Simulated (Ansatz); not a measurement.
# SnO2 (Pnnm) in Ansatz: reference runs

Reference runs on SnO2: the cell as given and a disturbed copy.

Everything below comes from runs of Ansatz 0.2.0. Logs are shortened: lines on timing, memory, paths and dates and some standing lists are left out, and cuts for length are marked.

### 1 Starting point

The structure is orthorhombic, space group Pnnm (No. 58). Conventional cell: a = 4.788 Å, b = 4.867 Å, c = 3.241 Å, α = 90.00°, β = 90.00°, γ = 90.00°. Sn (site symmetry 2/m) is surrounded by 6 O at 2.09 to 2.10 Å. O (site symmetry m) is surrounded by 3 Sn at 2.09 to 2.10 Å.

The cell is a database's computed one.

### 2 Single point, PBE

input.yaml

```yaml
crystal:
  lattice:
    - [4.788004, 0.0, 0.0]
    - [0.0, 4.866582, 0.0]
    - [0.0, 0.0, 3.240898]
  atoms:
    - { symbol: Sn, position: [0.0, 0.0, 0.0] }
    - { symbol: Sn, position: [0.5, 0.5, 0.5] }
    - { symbol: O, position: [0.708145, 0.678958, 0.0] }
    - { symbol: O, position: [0.208145, 0.821042, 0.5] }
    - { symbol: O, position: [0.791855, 0.178958, 0.5] }
    - { symbol: O, position: [0.291855, 0.321042, 0.0] }
kpoints:
  mp_grid: { grid: [6, 6, 8] }
scf:
  occupations: { method: fermi_dirac, width: 0.05 }
hamiltonian:
  xc: pbe
  pseudopotentials: { kind: all_electron, lapw: { basis_error: 0.001 } }
output:
  forces: true
  stress: true
  eigenvalues: true
  populations: true
```

Potentials or basis: all-electron LAPW, scalar-relativistic.

Command:

```console
ansatz run input.yaml --threads 4 --pin off --max-ram 12288MiB --backend cpu --events-out ev --progress --plain --runs-dir out
```

Output:

```text
Warning: RAYON_NUM_THREADS=4 ignored (pool sized by the plan → 4); use --threads N
Sn: projections on atomic orbitals take those of the free atom 1s2 2s2 2p6 3s2 3p6 3d10 4s2 4p6 4d10 5s2 5p2, of charge +0.00 (hamiltonian.pseudopotentials.projection_atoms)
O: projections on atomic orbitals take those of the free atom 1s2 2s2 2p4, of charge +0.00 (hamiltonian.pseudopotentials.projection_atoms)
LAPW: plane waves up to 10.180 Å⁻¹, error target 1.0e-3 eV per atom; small_component_spin mean_spin; O in spheres of 0.924 Å, 8 of its electrons in bands, Dirac shells []; Sn in spheres of 1.169 Å, 32 of its electrons in bands, Dirac shells [] (how accurate: hamiltonian.pseudopotentials.lapw.basis_error, Limitations)
Engine: ansatz 0.2.0, x86_64-unknown-linux-gnu
Pseudopotentials: kind: all_electron
Pseudopotential: Sn, LAPW, valence charge 32, lapw/all_electron/scalar/gaussian/Sn, Koelling and Harmon's equation, gaussian nucleus
Pseudopotential: O, LAPW, valence charge 8, lapw/all_electron/scalar/gaussian/O, Koelling and Harmon's equation, gaussian nucleus
Functional definition: PBE
  parameter kappa = 0.804
  parameter beta = 0.06672455060314922
  exchange = pbe_x(kappa = kappa, mu = beta*pi^2/3)
  correlation = pbe_c(beta = beta)
Crystal: 6 atoms, lattice volume = 75.517 Å³
Basis set: ecut = 394.80566737584877 eV, 1383 PW (Γ), exchange–correlation at level 2
Bands: 58, of which v1, the nominal top of the filled ones, is band 48 counted from 1 (47 counted from 0)
Symmetry: 8 space group operations
Space group: Pnnm (ITA 58), of the structure as read, at distance tolerance 4.2e-5 Å
k-points: 80 of 288
Non-local potential: Sn, projectors of the file, none
Non-local potential: O, projectors of the file, none
Initial density: superposition of atomic densities (chi_scale 0.1, normalization cell, long waves kept (reshape's long-wave potential 0.00 eV rms))
Initial wavefunctions: plane waves of lowest kinetic energy (no species holds an atomic orbital)
Functional: x = pbe(κ = 0.804, μ = 0.2195149727645171), c = pbe(β = 0.06672455060314922)
iter 1 solved again at ethr=1.30e-2 eV; its pass at ethr=1.00e-1 eV (dr2=1.25e1 eV) is discarded
SCF iter   1: F=—  HF=-344378.338621 eV  |F-HF|=—  |Δ(HF+E_count)|=         —  Δρ=1.20e-1  dr2=1.25e1  ethr=1.30e-2  ⟨swp⟩=2.0  Hψ=28322  notcnv=0
preconditioner: auto → Resta (q_TF=auto, 2.840 Å⁻¹)  ε∞=3.2  [insulator: Δε(μ)=3.109 eV  Ē_g=20.914 eV  σ=0.050 eV  W_gap=1.00  n_scr=30 (ndim 8)  ℏωp=30.8 eV  f_vac=0.078  D(μ)=0.00/eV (n_scr^D=0)  ε∞_Penn≈3.2]
iter 2 solved again at ethr=2.90e-4 eV; its pass at ethr=1.30e-2 eV (dr2=2.78e-1 eV) is discarded
SCF iter   2: F=—  HF=-344372.522532 eV  |F-HF|=—  |Δ(HF+E_count)|=    5.82e0  Δρ=2.25e-2  dr2=2.76e-1  ethr=2.90e-4  ⟨swp⟩=2.2  Hψ=23487  notcnv=0
SCF iter   3: F=—  HF=-344372.246844 eV  |F-HF|=—  |Δ(HF+E_count)|=   2.76e-1  Δρ=2.52e-2  dr2=6.09e-1  ethr=2.88e-4  ⟨swp⟩=3.0  Hψ=14830  notcnv=0
SCF iter   4: F=—  HF=-344372.192978 eV  |F-HF|=—  |Δ(HF+E_count)|=         —  Δρ=3.36e-3  dr2=5.28e-3  ethr=2.88e-4  ⟨swp⟩=2.0  Hψ=13922  notcnv=0
the basis was enlarged: its passes take 601.7 KiB over the memory plan, 4 of 4 planned eigensolver slots
SCF iter   5: F=—  HF=-344372.190116 eV  |F-HF|=—  |Δ(HF+E_count)|=   2.86e-3  Δρ=1.25e-3  dr2=4.72e-4  ethr=5.50e-6  ⟨swp⟩=3.0  Hψ=13940  notcnv=0
SCF iter   6: F=—  HF=-344372.189615 eV  |F-HF|=—  |Δ(HF+E_count)|=   5.00e-4  Δρ=3.01e-4  dr2=7.13e-5  ethr=4.92e-7  ⟨swp⟩=3.0  Hψ=14276  notcnv=0
SCF iter   7: F=—  HF=-344372.189703 eV  |F-HF|=—  |Δ(HF+E_count)|=   8.78e-5  Δρ=7.13e-5  dr2=3.63e-6  ethr=7.43e-8  ⟨swp⟩=3.0  Hψ=14198  notcnv=0
SCF iter   8: F=—  HF=-344372.189711 eV  |F-HF|=—  |Δ(HF+E_count)|=   7.72e-6  Δρ=1.11e-5  dr2=1.19e-7  ethr=3.78e-9  ⟨swp⟩=3.0  Hψ=14510  notcnv=0
SCF iter   9: F=-344372.189711 eV  HF=-344372.189711 eV  |F-HF|=4.89e-9  |Δ(HF+E_count)|=   4.63e-8  Δρ=2.73e-6  dr2=7.02e-9  ethr=1.24e-10  ⟨swp⟩=3.0  Hψ=13981  notcnv=0
SCF 1 converged in 9 iterations: F = -344372.189711 eV  dr2 = 7.02e-9
SCF converged after 9 iterations
Free energy (F): -344372.189711 eV
Harris-Foulkes:  -344372.189711 eV  (|F-HF|=4.89e-9)
Internal energy: -344372.189707 eV  (E = F + TS)
E sigma→0 (E₀):  -344372.189709 eV
Entropy (-TS):   -0.000004 eV (-0.001 meV/atom)
Fermi energy:    11.244043 eV
--- Per-component energies (eV) ---
  E_band       = -14454.422522
  E_kinetic    = 361740.972408
  E_xc         = -9931.385770
  E_electrostatic = -696181.776346  (all electrons and nuclei)
  E_smearing   = -0.000004  (= −TS)
  E_closure    = 0.000000  (closes the sum)
  E_atoms      = -344334.834705  (free atoms, spherical and without spin; not in F)
  Σ components = -344372.189711   (vs F -344372.189711, Δ=0.00e0)
  Basis errors (estimates in eV, not in F): energy 4.5e-4 per atom: plane waves 4.1e-4 (2.5e-4 summed), levels above the bands 1.2e-105, relativity 7.8e-8, radial functions 4.1e-5, core shells 1.8e-7; eigenvalues (radial functions only) 1.8e-5; not estimated: angular momenta, meshes, grids; target (lapw.basis_error) 1.0e-3; muffin-tin radii O 0.924 Å, Sn 1.169 Å
--- Forces (eV/Å), atoms counted from 1 ---
  atom   1  Sn    -0.00000000     0.00000000     0.00000000
  atom   2  Sn    -0.00000000     0.00000000     0.00000000
  atom   3  O     -0.06184246     0.03712301     0.00000000
  atom   4  O     -0.06184246    -0.03712301     0.00000000
  atom   5  O      0.06184246     0.03712301     0.00000000
  atom   6  O      0.06184246    -0.03712301     0.00000000
  max |Σ_I F_I| component: 0.00e0 eV/Å
--- Stress (GPa, compression-positive) ---
       -0.351654       0.000000       0.000000
        0.000000      -0.556413       0.000000
        0.000000       0.000000      -0.791158
  P = ⅓ Tr σ = -0.5664 GPa (-5.664 kbar)
--- Band table (eV; the first three rows and the last of 80) ---
  k-point 0: bands = ["-493.4690", "-493.4690", "-493.4690", "-493.4690", "-456.0772", "-456.0772", "-456.0761", "-456.0761", "-456.0569", "-456.0569", "-456.0530", "-456.0530", "-456.0457", "-456.0457", "-117.0706", "-117.0706", "-72.9088", "-72.9087", "-72.8727", "-72.8727", "-72.8679", "-72.8677", "-10.1481", "-9.5031", "-9.3065", "-9.2836", "-9.2801", "-9.2086", "-9.1850", "-9.1168", "-9.0920", "-9.0883", "-7.7275", "-6.0337", "-5.9972", "-4.5345", "2.9753", "6.8172", "7.1532", "7.2398", "8.0086", "8.9147", "8.9473", "9.6435", "9.6792", "10.1902", "10.1959", "10.8056", "11.6155", "16.5573", "16.9031", "17.0603", "21.0187", "21.2291", "22.1044", "22.5545", "22.9917", "23.3639"]
  k-point 1: bands = ["-493.4690", "-493.4690", "-493.4690", "-493.4690", "-456.0772", "-456.0772", "-456.0761", "-456.0761", "-456.0569", "-456.0569", "-456.0530", "-456.0530", "-456.0457", "-456.0457", "-117.0706", "-117.0706", "-72.9087", "-72.9087", "-72.8726", "-72.8726", "-72.8683", "-72.8682", "-10.0840", "-9.4371", "-9.3987", "-9.3963", "-9.2832", "-9.2174", "-9.1801", "-9.1172", "-9.1084", "-9.1046", "-7.6418", "-5.8318", "-5.7992", "-4.6354", "2.9767", "6.9624", "7.0117", "7.3556", "7.9246", "8.1096", "8.7780", "9.1083", "9.1606", "10.2029", "10.2270", "10.7413", "12.5842", "16.8348", "17.5235", "17.6759", "20.0894", "22.0687", "22.0993", "22.5048", "22.8179", "23.2547"]
  k-point 2: bands = ["-493.4690", "-493.4690", "-493.4690", "-493.4690", "-456.0772", "-456.0772", "-456.0761", "-456.0761", "-456.0569", "-456.0569", "-456.0530", "-456.0530", "-456.0457", "-456.0457", "-117.0705", "-117.0705", "-72.9086", "-72.9086", "-72.8726", "-72.8726", "-72.8695", "-72.8694", "-9.9165", "-9.6440", "-9.6436", "-9.3301", "-9.2209", "-9.2121", "-9.1672", "-9.1401", "-9.1372", "-9.1191", "-7.3598", "-5.3744", "-5.3506", "-4.9520", "3.0278", "6.3527", "6.8102", "7.3464", "7.5630", "8.1092", "8.2934", "8.3501", "8.3971", "10.0850", "10.1563", "10.4258", "14.1499", "17.2209", "18.9080", "19.0218", "19.4499", "21.9167", "22.2013", "22.3281", "22.8414", "23.1037"]
  k-point 79: bands = ["-493.4690", "-493.4690", "-493.4690", "-493.4690", "-456.0772", "-456.0772", "-456.0761", "-456.0761", "-456.0569", "-456.0569", "-456.0530", "-456.0530", "-456.0457", "-456.0457", "-117.0705", "-117.0705", "-72.9085", "-72.9085", "-72.8725", "-72.8725", "-72.8711", "-72.8711", "-9.9432", "-9.9432", "-9.5294", "-9.5294", "-9.1823", "-9.1823", "-9.1311", "-9.1311", "-9.0886", "-9.0886", "-6.0195", "-6.0195", "-4.8325", "-4.8325", "3.2001", "3.2001", "6.1478", "6.1478", "8.4110", "8.4110", "8.4808", "8.4808", "9.9804", "9.9804", "10.1498", "10.1498", "15.2437", "15.2437", "19.5109", "19.5109", "21.4697", "21.4697", "21.4720", "21.4720", "23.6381", "23.6381"]
--- Löwdin populations: 6 sites ---
  site symbol       q [e]
     0     Sn     48.3412
     1     Sn     48.3412
     2      O      8.7697
     3      O      8.7697
     4      O      8.7697
     5      O      8.7697
  spilling = 0.001807 (of n_electrons = 132.000000)
```

populations.tsv:

```text
# site	symbol	l	j	q
# orbitals = lowdin
# n_electrons = 132.000000
# spilling = 0.001807
# projection_atom_Sn: 1s2 2s2 2p6 3s2 3p6 3d10 4s2 4p6 4d10 5s2 5p2
# projection_atom_O: 1s2 2s2 2p4
0	Sn	0_1S	-	1.999999
0	Sn	0_2S	-	1.999952
0	Sn	0_3S	-	1.999271
0	Sn	0_4S	-	1.989305
0	Sn	0_5S	-	0.887531
0	Sn	1_2P	-	6.000000
0	Sn	1_3P	-	5.999948
0	Sn	1_4P	-	5.993351
0	Sn	1_5P	-	1.477728
0	Sn	2_3D	-	9.999999
0	Sn	2_4D	-	9.994161
1	Sn	0_1S	-	1.999999
1	Sn	0_2S	-	1.999952
1	Sn	0_3S	-	1.999271
1	Sn	0_4S	-	1.989305
1	Sn	0_5S	-	0.887531
1	Sn	1_2P	-	6.000000
1	Sn	1_3P	-	5.999948
1	Sn	1_4P	-	5.993351
1	Sn	1_5P	-	1.477728
1	Sn	2_3D	-	9.999999
1	Sn	2_4D	-	9.994161
2	O	0_1S	-	1.998052
2	O	0_2S	-	1.730337
2	O	1_2P	-	5.041351
3	O	0_1S	-	1.998052
3	O	0_2S	-	1.730337
3	O	1_2P	-	5.041351
4	O	0_1S	-	1.998052
4	O	0_2S	-	1.730337
4	O	1_2P	-	5.041351
5	O	0_1S	-	1.998052
5	O	0_2S	-	1.730337
5	O	1_2P	-	5.041351
```

Wall time 80 s (4 threads of Intel Xeon at 2.50GHz (Skylake/Cascade Lake), shared host); peak memory 1.2 GiB.

What came out:

```yaml
Free_energy: -344372.1897 eV
Pressure: -0.6 GPa
Largest_force: 0.072 eV/Å
Band_gap_on_the_k_mesh: 0.81 eV, direct
Loewdin_charges: Sn +1.66; O -0.77 e
```

Forces in eV/Å, atoms in the order of the input:
```
Sn   0.000  0.000  0.000
Sn   0.000  0.000  0.000
O   -0.062  0.037  0.000
O   -0.062 -0.037  0.000
O    0.062  0.037  0.000
O    0.062 -0.037  0.000
```

Caveat: spin-orbit coupling is left out, which moves the levels of the heavy elements.

### 3 Single point, PBE (atoms moved at random, drawn with an rms of 0.05 Å)

input.yaml

```yaml
crystal:
  lattice:
    - [4.788004, 0.0, 0.0]
    - [0.0, 4.866582, 0.0]
    - [0.0, 0.0, 3.240898]
  atoms:
    - { symbol: Sn, position: [-0.001578, -0.000353, -0.008958] }
    - { symbol: Sn, position: [0.50464, 0.507466, 0.495593] }
    - { symbol: O, position: [0.70051, 0.673855, -0.007549] }
    - { symbol: O, position: [0.203096, 0.818626, 0.491944] }
    - { symbol: O, position: [0.790131, 0.178109, 0.489411] }
    - { symbol: O, position: [0.290653, 0.319715, -0.007627] }
kpoints:
  mp_grid: { grid: [6, 6, 8] }
scf:
  occupations: { method: fermi_dirac, width: 0.05 }
hamiltonian:
  xc: pbe
  pseudopotentials: { kind: all_electron, lapw: { basis_error: 0.001 } }
output:
  forces: true
  stress: true
  eigenvalues: true
  populations: true
```

Potentials or basis: all-electron LAPW, scalar-relativistic.

Command:

```console
ansatz run input.yaml --threads 4 --pin off --max-ram 12288MiB --backend cpu --events-out ev --progress --plain --runs-dir out
```

Run time: 4.9 min. Hardware: 4 threads of Intel Xeon at 2.50GHz (Skylake/Cascade Lake), shared host; peak memory 1.7 GiB.

It converged, with:

```
Free energy            : -344372.1382 eV
Pressure               : 0.0 GPa
Largest force          : 1.410 eV/Å
Band gap on the k mesh : 0.78 eV, direct
Loewdin charges        : Sn +1.65, +1.67; O -0.77 e
```

Forces on the atoms (eV/Å):
```
Sn   0.115  0.245 -0.013
Sn  -0.938 -1.033 -0.200
O    0.706  0.794  0.101
O   -0.082 -0.071 -0.011
O    0.007 -0.025  0.080
O    0.192  0.091  0.043
```

Stress tensor (GPa, compression positive):
```
 0.22  0.00  0.03
 0.00 -0.45  0.15
 0.03  0.15  0.34
```

Levels at points of the mesh, in eV from the valence-band top:
```tsv
k point	band 44	band 45	band 46	band 47	band 48	band 49	band 50	band 51	band 52	band 53
(0.00, 0.00, 0.00)	-1.20	-1.08	-0.71	-0.65	0.00	0.78	5.60	6.09	6.24	10.26
(0.00, 0.00, -0.50)	-2.42	-1.58	-1.48	-1.10	-0.98	5.54	5.73	9.27	9.50	10.22
(0.00, -0.50, 0.00)	-1.85	-1.22	-1.01	-0.75	-0.45	3.93	4.02	6.99	7.10	10.18
(0.00, -0.50, -0.50)	-1.46	-1.07	-1.03	-0.65	-0.60	5.74	5.94	7.49	7.59	10.79
(-0.50, 0.00, 0.00)	-1.71	-1.22	-1.03	-0.61	-0.37	3.78	3.87	6.60	6.65	10.35
(-0.50, 0.00, -0.50)	-1.72	-0.92	-0.90	-0.71	-0.63	5.83	6.02	7.73	7.78	10.38
(-0.50, -0.50, 0.00)	-1.77	-1.28	-1.19	-0.79	-0.73	4.21	4.34	7.14	7.17	10.37
(-0.50, -0.50, -0.50)	-2.22	-1.04	-0.89	-0.72	-0.56	4.40	4.54	8.56	8.63	10.43
```

Caveat: spin-orbit coupling is left out, which moves the levels of the heavy elements.
